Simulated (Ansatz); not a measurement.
# Dielectric function and optical constants of BaHfO3

What colour and refractive index does BaHfO3 have at this level of theory?

Calculated with Ansatz 0.2.0; DFT, PBE, plane-wave PAW, default files, scalar-relativistic, independent-particle optical response without local fields.

### Step 1. The starting structure

It takes space group P4mm (No. 99, tetragonal). The conventional cell has a = 4.170 Å, b = 4.170 Å, c = 4.170 Å, α = 90.00°, β = 90.00°, γ = 90.00°. Hf has 6 O at 2.08 to 2.09 Å nearest. Nearest to Ba lie 12 O at 2.94 to 2.96 Å. O has 2 Hf at 2.08 to 2.09 Å and 4 Ba at 2.95 Å nearest. Nearest to O lie 2 Hf at 2.08 Å and 4 Ba at 2.94 to 2.96 Å. Farther neighbours and most contacts between anions are not listed.

### Step 2. Ground state and bands

The self-consistent density comes first; it also tells whether there is a gap, which decides the occupations and the need for a Drude term.

This step: DFT, PBE, plane-wave PAW, default files, scalar-relativistic, ground state (Ansatz 0.2.0).

The input, input.yaml:

```yaml
crystal:
  lattice:
    - [4.1695667999, 0.0, 0.0]
    - [0.0, 4.1695667999, 0.0]
    - [0.0, 0.0, 4.1703766343]
  atoms:
    - { symbol: Hf, position: [0.0, 0.0, 0.49787533] }
    - { symbol: Ba, position: [0.5, 0.5, 0.99642496] }
    - { symbol: O, position: [0.0, 0.0, 0.99794122] }
    - { symbol: O, position: [0.5, 0.0, 0.49889014] }
    - { symbol: O, position: [0.0, 0.5, 0.49889014] }
kpoints:
  mp_grid: { grid: [6, 6, 6] }
  band_path:
    path:
      - [[0.0, 0.0, 0.0], [0.0, 0.5, 0.0], [0.5, 0.5, 0.0], [0.0, 0.0, 0.0], [0.0, 0.0, 0.5], [0.0, 0.5, 0.5], [0.5, 0.5, 0.5], [0.0, 0.0, 0.5]]
      - [[0.0, 0.5, 0.0], [0.0, 0.5, 0.5]]
      - [[0.5, 0.5, 0.0], [0.5, 0.5, 0.5]]
    npoints: 6
scf:
  occupations: { method: fermi_dirac, width: 0.05 }
  n_extra_bands: 9
hamiltonian:
  xc: pbe
  pseudopotentials: { kind: paw }
output:
  forces: true
  stress: true
  populations: true
  write_bands: true
  write_density: true
  write_potential: true
  elf: true
  volumetric_format: npy
```

Run with:

```sh
$ ansatz run input.yaml --threads 4 --pin off --max-ram 8192MiB --backend cpu --events-out ev --progress --plain --runs-dir out
```

Numbers of over 12 decimals in the logs are rounded to 6 here.

The log of the run:

```text
scf.n_extra_bands = 9 over 27 filled bands (N_el = 54.0): the run solves 36 bands
Engine: ansatz 0.2.0, x86_64-unknown-linux-gnu
Pseudopotentials: kind: paw
Pseudopotential: Hf, paw, valence charge 26, recommended cutoff 420 eV (normal), Hf.paw.azcp
Pseudopotential: Ba, paw, valence charge 10, recommended cutoff 420 eV (normal), Ba.paw.azcp
Pseudopotential: O, paw, valence charge 6, recommended cutoff 420 eV (normal), O.paw.azcp
Functional definition: PBE
  parameter kappa = 0.804
  parameter beta = 0.066725
  exchange = pbe_x(kappa = kappa, mu = beta*pi^2/3)
  correlation = pbe_c(beta = beta)
Crystal: 5 atoms, lattice volume = 72.503 Å³
Basis set: ecut = 420 eV, 1365 PW (Γ), exchange–correlation on 60×60×60 points (8 copies of the dense FFT grid, shifted against one another)
Bands: 36, of which v1, the nominal top of the filled ones, is band 27 counted from 1 (26 counted from 0)
Symmetry: 8 space group operations
Space group: P4mm (ITA 99), of the structure as read, at distance tolerance 4.2e-5 Å
k-points: 40 of 216 (time reversal used)
Non-local potential: Hf, projectors of the file, l = 0: 3, l = 1: 2, l = 2: 2, l = 3: 3
Non-local potential: Ba, projectors of the file, l = 0: 3, l = 1: 2, l = 2: 2, l = 3: 2
Non-local potential: O, projectors of the file, l = 0: 2, l = 1: 2, l = 2: 1
PAW form: soft (Blöchl's): semilocal exchange-correlation on the pseudo side does not see the compensation charge
PAW one-centre angular grid: Hf, 590 points (default); XC on 64 Gauss nodes
PAW one-centre angular grid: Ba, 194 points (default); XC on 64 Gauss nodes
PAW one-centre angular grid: O, 110 points (default); XC on 64 Gauss nodes
Initial density: superposition of atomic densities (neutral atoms: chi_scale 0, normalization atom), corrected by the library's trained network
Initial wavefunctions: pseudopotential atomic-orbital guess
Functional: x = pbe(κ = 0.804, μ = 0.219515), c = pbe(β = 0.066725)
SCF iter   1: F=—  HF=-23382.403468 eV  |F-HF|=—  |Δ(HF+E_count)|=         —  Δρ=9.45e-4  dr2=2.49e-4  ethr=1.77e-3  ⟨swp⟩=8.7  Hψ=6984  notcnv=0  defer=14
preconditioner: auto → Resta (q_TF=auto, 2.598 Å⁻¹)  ε∞=4.1  [insulator: Δε(μ)=3.664 eV  Ē_g=17.873 eV  σ=0.050 eV  W_gap=1.00  n_scr=18 (ndim 8)  ℏωp=31.4 eV  f_vac=0.008  D(μ)=0.00/eV (n_scr^D=0)  ε∞_Penn≈4.1]
SCF iter   2: F=—  HF=-23382.404323 eV  |F-HF|=—  |Δ(HF+E_count)|=   8.55e-4  Δρ=8.67e-4  dr2=4.31e-4  ethr=4.61e-7  ⟨swp⟩=3.0  Hψ=3220  notcnv=0  defer=31
SCF iter   3: F=—  HF=-23382.404319 eV  |F-HF|=—  |Δ(HF+E_count)|=   4.84e-6  Δρ=3.18e-4  dr2=4.07e-5  ethr=4.61e-7  ⟨swp⟩=2.0  Hψ=2175  notcnv=0  defer=31
SCF iter   4: F=—  HF=-23382.404391 eV  |F-HF|=—  |Δ(HF+E_count)|=   7.24e-5  Δρ=1.13e-4  dr2=4.93e-6  ethr=7.54e-8  ⟨swp⟩=2.5  Hψ=2398  notcnv=0  defer=31
SCF iter   5: F=—  HF=-23382.404400 eV  |F-HF|=—  |Δ(HF+E_count)|=   8.93e-6  Δρ=3.09e-5  dr2=5.86e-7  ethr=9.14e-9  ⟨swp⟩=2.0  Hψ=2384  notcnv=0  defer=31
SCF iter   6: F=—  HF=-23382.404399 eV  |F-HF|=—  |Δ(HF+E_count)|=   7.37e-7  Δρ=1.66e-5  dr2=2.16e-7  ethr=1.09e-9  ⟨swp⟩=2.4  Hψ=2431  notcnv=0  defer=31
SCF iter   7: F=-23382.404399 eV  HF=-23382.404399 eV  |F-HF|=6.30e-9  |Δ(HF+E_count)|=   5.88e-9  Δρ=3.93e-6  dr2=1.10e-8  ethr=1.85e-10  ⟨swp⟩=14.7  Hψ=11080  notcnv=0
SCF 1 converged in 7 iterations: F = -23382.404399 eV  dr2 = 1.10e-8
  greatest PAW one-centre occupation: 0.999 electrons in one spin orbital (limit 2), on the Hf atom at site 0 (counted from 0), in its partial waves of l = 0
NSCF: frozen V_eff on 57 k-points
SCF converged after 7 iterations
Free energy (F): -23382.404399 eV
Harris-Foulkes:  -23382.404399 eV  (|F-HF|=6.30e-9)
Internal energy: -23382.404399 eV  (E = F + TS)
E sigma→0 (E₀):  -23382.404399 eV
Fermi energy:    13.485977 eV
--- Per-component energies (eV) ---
  E_band       = -39.747211
  E_kinetic    = 1119.201251
  E_local      = -7999.418812  (includes V_loc(G=0)·N_el)
  E_nonlocal   = -1041.637553
  E_hartree    = 3645.285112
  E_xc         = -692.699130
  E_vxc        = -688.513932  (∫ρ·V_xc dr)
  E_paw        = -12628.026646  (= ΣΔE_a)
  E_vpaw       = 1280.039481  (= ΣTr[D̂ρ^β])
  E_aug_tail   = 0.007458  (compensation charges beyond the density's cutoff)
  E_ewald      = -5785.116079
  E_smearing   = -0.000000  (= −TS)
  E_closure    = 0.000000  (closes the sum)
  Σ components = -23382.404399   (vs F -23382.404399, Δ=0.00e0)
--- Forces (eV/Å), atoms counted from 1 ---
  atom   1  Hf    -0.00000000     0.00000000    -0.01681066
  atom   2  Ba     0.00000000     0.00000000     0.01995841
  atom   3  O      0.00000000     0.00000000     0.01936862
  atom   4  O     -0.00000000     0.00000000    -0.01125865
  atom   5  O      0.00000000     0.00000000    -0.01125865
  max |Σ_I F_I| component: 9.34e-7 eV/Å
--- Stress (GPa, compression-positive) ---
        4.293570       0.000000      -0.000000
        0.000000       4.293570       0.000000
       -0.000000       0.000000       4.244727
  P = ⅓ Tr σ = 4.2773 GPa (42.773 kbar)
--- Band table (eV; the first three rows and the last of 40) ---
  k-point 0: bands = [... 23 lower, 10.6588, 11.5167, 11.5171, 11.5171, 15.2921, 15.2921, 15.2928, 16.4148, ... 5 higher]
  k-point 1: bands = [... 23 lower, 10.4731, 10.8587, 11.4102, 11.4102, 15.3932, 15.9244, 15.9244, 16.8374, ... 5 higher]
  k-point 2: bands = [... 23 lower, 10.1151, 10.1508, 11.2635, 11.2635, 15.6247, 17.2328, 17.2328, 17.7214, ... 5 higher]
  k-point 39: bands = [... 23 lower, 9.1567, 11.6164, 11.6164, 11.6167, 17.7632, 17.7632, 17.7643, 19.4981, ... 5 higher]
--- Löwdin populations: 5 sites ---
  site symbol       q [e]
     0     Hf     24.8402
     1     Ba      8.1920
     2      O      6.8671
     3      O      6.8668
     4      O      6.8668
  spilling = 0.006800 (of n_electrons = 54.000000)
```

Wall time 4.2 s (4 threads of Intel Xeon Platinum 8488C (Sapphire Rapids), shared host); peak memory 0.53 GiB; 13 s of CPU time.

Numbers from this step:

```
free energy                  : -23382.4044 eV
Fermi energy                 : 13.49 eV
gap by band count            : 3.675 eV
electrons                    : 54
symmetry operations          : 8
pressure                     : 4.277 GPa
gap on the k-mesh            : 3.675 eV
volume                       : 72.50 Å³
gap on the path              : 3.675 eV
least direct gap on the path : 3.775 eV
```

There is a gap, 3.68 eV on the path, so no carriers' term is needed. The cell is left with a pressure of 4.3 GPa and forces up to 0.02 eV/Å, as it stands unrelaxed at this level.

The electronic bands at the labelled points (eV, zero at the Fermi level; v1 is the highest filled band, c1 the lowest empty one):

```csv
point,v4,v3,v2,v1,c1,c2,c3,c4
Γ,-2.83,-1.97,-1.97,-1.97,1.81,1.81,1.81,2.93
halfway,-3.18,-3.06,-2.16,-2.16,2.02,3.07,3.07,3.78
X,-3.58,-3.48,-2.28,-2.28,2.28,4.55,4.55,4.73
halfway,-3.12,-2.91,-2.60,-2.30,3.38,4.48,4.54,5.52
M,-2.79,-2.73,-2.73,-1.92,4.47,4.47,4.83,5.16
halfway,-3.22,-2.79,-2.44,-2.34,3.19,3.23,3.41,4.76
Γ,-2.83,-1.97,-1.97,-1.97,1.81,1.81,1.81,2.93
halfway,-3.18,-3.06,-2.16,-2.16,2.02,3.07,3.07,3.78
Z,-3.57,-3.48,-2.28,-2.28,2.28,4.55,4.55,4.73
halfway,-3.12,-2.91,-2.60,-2.30,3.38,4.48,4.54,5.52
R,-2.79,-2.73,-2.73,-1.92,4.47,4.47,4.83,5.16
halfway,-4.27,-2.34,-2.34,-1.89,4.57,4.64,4.64,5.64
A,-4.33,-1.87,-1.87,-1.87,4.28,4.28,4.28,6.01
halfway,-3.92,-2.65,-2.40,-2.28,3.96,4.55,4.82,5.50
Z,-3.57,-3.48,-2.28,-2.28,2.28,4.55,4.55,4.73
jump to X,-3.58,-3.48,-2.28,-2.28,2.28,4.55,4.55,4.73
halfway,-3.12,-2.91,-2.60,-2.30,3.38,4.48,4.54,5.52
R,-2.79,-2.73,-2.73,-1.92,4.47,4.47,4.83,5.16
jump to M,-2.79,-2.73,-2.73,-1.92,4.47,4.47,4.83,5.16
halfway,-4.28,-2.34,-2.34,-1.89,4.57,4.64,4.64,5.64
A,-4.33,-1.87,-1.87,-1.87,4.28,4.28,4.28,6.01
```

Valence density in the ac plane at fractional y = 0.000, with atoms of Hf and O within 0.2 Å of it. It is the smooth field of the valence electrons, not physical close to the nuclei.

Values in e/Å³, 14 rows by 14 columns, each cell a mean:
```
 6  4  1  0  0  0  0  0  0  0  0  1  2  5
 3  2  1  0  0  0  0  0  0  0  0  0  1  2
 1  1  0  0  0  0  0  0  0  0  0  0  0  1
 1  1  0  0  0  0  0  0  0  0  0  0  0  1
 6  4  1  0  0  1  1  2  1  1  0  1  2  5
19 12  3  1  1  2  4  5  3  1  1  1  6 14
32 21  6  1  1  3  6  7  5  2  1  2 11 25
27 17  5  1  1  2  5  6  4  2  1  2  9 20
10  6  2  1  0  1  2  2  2  1  0  1  3  7
 2  2  1  0  0  0  1  1  1  0  0  0  1  2
 1  1  0  0  0  0  0  0  0  0  0  0  0  1
 2  1  0  0  0  0  0  0  0  0  0  0  1  1
 5  3  1  0  0  0  0  0  0  0  0  0  2  4
 7  5  1  0  0  0  0  0  0  0  0  1  3  6
```
Atoms in or near the plane, at fractional coordinates: Hf at (0.00, 0.50), O at (0.00, 0.00), O at (0.50, 0.50).

ELF in the ac plane at fractional y = 0.000, with atoms of Hf and O within 0.2 Å of it. It is the smooth field of the valence electrons, not physical close to the nuclei.

Ten even steps from '_' (0.01) to '@' (0.84), each cell a mean:
```
**%%@@##::__________==%%@@%%
@@@@%%++..__________::**@@@@
++++--..__..----::....::==++
--::..__..==####**--..__..::
%%##--..==%%@@@@@@##::..++%%
@@@@##::++@@%%%%@@@@----%%@@
@@@@%%--++@@**--%%@@--==@@@@
@@@@%%--++@@##**%%@@--==@@@@
@@%%++..==%%@@@@@@%%::::##@@
++==..__::**%%%%%%++..__::==
----::....::====--..__..::--
%%%%**--..__....____..==##%%
##@@@@##::__________==##@@%%
==##@@##--__________++%%@@**
```
Atoms in or near the plane, at fractional coordinates: Hf at (0.00, 0.50), O at (0.00, 0.00), O at (0.50, 0.50).

### Step 3. Spectrum

The spectrum is a sum over vertical transitions between filled and empty bands at the fixed density, so many empty bands are needed.

This step: DFT, PBE, plane-wave PAW, default files, scalar-relativistic, independent-particle optical response without local fields (Ansatz 0.2.0).

input.yaml, the sections that differ from step 2:

```yaml
kpoints:
  mp_grid: { grid: [6, 6, 6] }
scf:
  occupations: { method: fixed }
output:
  optics:
    e_range: [0, 22]
    de: 0.05
    sigma: 0.1
    nscf_kmesh: { grid: [8, 8, 8] }
    bands: { spectra_wanted_up_to: 22 }
# crystal, hamiltonian: as in step 2
```

The log of the run:

```text
[...]
Crystal: 5 atoms, lattice volume = 72.503 Å³
Basis set: ecut = 420 eV, 1365 PW (Γ)
Bands: 33, of which v1, the nominal top of the filled ones, is band 27 counted from 1 (26 counted from 0)
Symmetry: 8 space group operations
[...]
k-points: 40 of 216 (time reversal used)
[...]
SCF iter   1: F=—  HF=-23382.403556 eV  |F-HF|=—  |Δ(HF+E_count)|=         —  Δρ=9.34e-4  dr2=1.71e-4  ethr=1.77e-3  ⟨swp⟩=4.5  Hψ=4669  notcnv=0  defer=110
[...]
SCF iter  10: F=-23382.404372 eV  HF=-23382.404372 eV  |F-HF|=0.00e0  |Δ(HF+E_count)|=  5.09e-11  Δρ=7.31e-8  dr2=2.85e-12  ethr=1.00e-12  ⟨swp⟩=9.6  Hψ=6970  notcnv=0
SCF 1 converged in 10 iterations: F = -23382.404372 eV  dr2 = 2.85e-12
[...]
NSCF: frozen V_eff on 75 k-points
output.optics: what the bands over the 71 summed would add to eps1, eps2 and the energy-loss function is held between a lower and an upper bound (7 Lanczos steps). eps1, eps2 and their loss function (loss_summed_bands) are given on every row as the summed bands alone make them. Along an axis, on a row where the two bounds hold the loss function to about 1 % of the greater of itself and 0.5 % of |1/eps|, its cell (loss_completed) is given, with the completed eps1 and eps2 that it is formed of (a cell that is left empty reads nan in the table and null in the record). The two bounds hold it so along every axis on all 441 rows up to 22.000 eV. [rest of the remark cut]
SCF converged after 10 iterations
Free energy (F): -23382.404372 eV
[...]
Internal energy: -23382.404372 eV  (E = F + TS)
E sigma→0 (E₀):  -23382.404372 eV
Fermi energy:    11.616597 eV
[...]
--- Band table (eV; the first three rows and the last of 40) ---
  k-point 0: bands = [... 23 lower, 10.6588, 11.5168, 11.5172, 11.5172, 15.2920, 15.2920, 15.2927, 16.4149, ... 2 higher]
  k-point 1: bands = [... 23 lower, 10.4731, 10.8587, 11.4103, 11.4103, 15.3932, 15.9243, 15.9243, 16.8375, ... 2 higher]
  k-point 2: bands = [... 23 lower, 10.1150, 10.1508, 11.2636, 11.2636, 15.6246, 17.2327, 17.2327, 17.7214, ... 2 higher]
  k-point 39: bands = [... 23 lower, 9.1567, 11.6164, 11.6164, 11.6166, 17.7633, 17.7633, 17.7643, 19.4980, ... 2 higher]
```

Elapsed: 40 s, on 4 threads; peak memory 2 GiB.

This step gave:

| Property | Result |
| --- | --- |
| electronic dielectric constant ε∞, mean over x, y and z (by symmetry where fewer were run) | 4.829 |
| absorption onset, first axis (α over 10⁴ cm⁻¹, or the direct gap if that lies higher) | 3.838 eV |
| main peak of Im epsilon, first axis | 6.688 eV |
| least direct gap on the mesh | 3.775 eV |
| bands summed | 71 |
| spectra valid up to | 30.18 eV |
| program's estimate of the k-sum error in Im epsilon | 0.06 % |
| electrons in the f-sum | 31.66 |

The Im ε, any direction has structure finer than the step of the table below, so its rows give means over 1 eV, whole bins alone (the curve runs from 0 to 22 eV). Peaks (eV: height): 6.7: 9.31, 10.5: 6.39, 19.2: 4.13.

The Im ε, any direction by photon energy; means over each step:

photon energy (eV), Im ε, any direction and a bar:
```
        3       0.00 
        4       0.35 ##
        5       2.53 ############
        6       5.20 ########################
        7       6.45 ##############################
        8       4.10 ###################
        9       4.38 ####################
       10       5.31 #########################
       11       4.31 ####################
       12       2.10 ##########
       13       1.31 ######
       14       1.11 #####
       15       1.18 ######
       16       2.25 ##########
       17       3.20 ###############
       18       3.02 ##############
       19       3.34 ################
       20       1.51 #######
       21       1.41 #######
```

Table of Re ε, any direction by photon energy:

```csv
photon energy (eV),"Re ε, any direction"
0,4.83
1,4.89
2,5.10
3,5.56
4,6.78
5,7.79
6,7.52
7,1.10
8,2.69
9,2.60
10,1.91
11,-1.08
12,-0.814
13,0.0995
14,1.34
15,1.77
16,1.99
17,1.72
18,0.511
19,0.118
20,-0.921
21,-0.334
22,-0.590
```

Refractive index n and extinction k against photon energy:

```csv
photon energy (eV),n,k
0.0,2.20,0
0.5,2.20,0
1.0,2.21,0
1.5,2.23,0
2.0,2.26,0
2.5,2.30,0
3.0,2.36,0
3.5,2.45,0
4.0,2.60,0.0595
4.5,2.78,0.186
5.0,2.83,0.462
5.5,2.81,0.658
6.0,2.87,0.836
6.5,2.91,1.38
7.0,1.91,1.60
7.5,1.85,1.05
8.0,2.00,1.14
8.5,1.83,0.933
9.0,2.00,1.17
9.5,2.04,1.25
10.0,1.89,1.28
10.5,1.85,1.73
11.0,1.23,1.61
11.5,1.03,1.41
12.0,0.826,1.22
12.5,0.888,0.887
13.0,0.872,0.812
13.5,0.943,0.467
14.0,1.23,0.426
14.5,1.19,0.523
15.0,1.38,0.359
15.5,1.61,0.530
16.0,1.60,0.757
16.5,1.65,0.794
17.0,1.69,1.06
17.5,1.39,1.08
18.0,1.31,1.09
18.5,1.47,1.28
19.0,1.24,1.20
19.5,0.776,1.56
20.0,0.636,1.15
20.5,0.710,0.902
21.0,0.786,0.976
21.5,0.704,0.896
22.0,0.597,0.973
```

The loss function −Im 1/ε at q → 0, any direction by energy loss; read off at these points:

```csv
energy loss (eV),"loss function −Im 1/ε at q → 0, any direction"
3.50,0
4.00,0.00673
4.50,0.0172
5.00,0.0388
5.50,0.0534
6.00,0.0603
6.50,0.0748
7.00,0.158
7.50,0.190
8.00,0.162
8.50,0.192
9.00,0.163
9.50,0.156
10.00,0.179
10.50,0.156
11.00,0.236
11.50,0.312
12.00,0.426
12.50,0.635
13.00,0.703
13.30,0.995
13.50,0.717
14.00,0.361
14.50,0.435
15.00,0.240
15.50,0.206
16.00,0.247
16.50,0.233
17.00,0.227
17.50,0.312
18.00,0.340
18.10,0.355
18.50,0.261
19.00,0.336
19.50,0.264
20.00,0.490
20.50,0.737
21.00,0.622
21.50,0.748
22.00,0.684
```

Values under 1 per cm are given as 1. Table of absorption coefficient, any direction by photon energy:

```csv
photon energy (eV),"absorption coefficient, any direction (1/cm)"
0.00,1
1.00,1
2.00,1
3.00,1
4.00,24121
5.00,2.3e5
6.00,5.1e5
7.00,1.1e6
8.00,9.3e5
9.00,1.1e6
10.00,1.3e6
11.00,1.8e6
12.00,1.5e6
13.00,1.1e6
14.00,6.0e5
15.00,5.5e5
16.00,1.2e6
17.00,1.8e6
18.00,2.0e6
19.00,2.3e6
20.00,2.3e6
21.00,2.1e6
22.00,2.2e6
```

Optical constants at common wavelengths, from n + ik = √ε:

```csv
wavelength (nm),n,k,R (%),1/α
1064,2.22,0.000,14.3,over 1 mm
800,2.23,0.000,14.5,over 1 mm
532,2.28,0.000,15.3,over 1 mm
450,2.33,0.000,15.9,over 1 mm
405,2.37,0.000,16.5,over 1 mm
308,2.61,0.064,19.9,382 nm
248,2.83,0.462,23.9,43 nm
```

Rows near the edge hang on the gap, which this functional as a rule makes too small, and phonon-assisted absorption is left out.

A film 1 µm thick would pass 74 % of daylight and look colourless, dimmed by reflection in transmission (x = 0.314, y = 0.331).

The f-sum over the summed bands holds 31.7 of the cell's 54 electrons outside the frozen cores, 20 of which lie in bands more than 12 eV below the Fermi level, whose transitions come at higher energies. Up to 22 eV the strength has a mean oscillator energy of 10.6 eV, well above the main peak, so higher transitions carry much of it.

(Part 1 of 2 ends here.)

[Logs are printed without paths, hosts, clocks, repeated set-up lines and the standing remarks that a program may print on its own settings, such as how far it seeks lower states.]

[Hosts, paths, dates, database ids (printed as entryN), source tags and the programs' standing remarks are cut or masked in the printed files.]
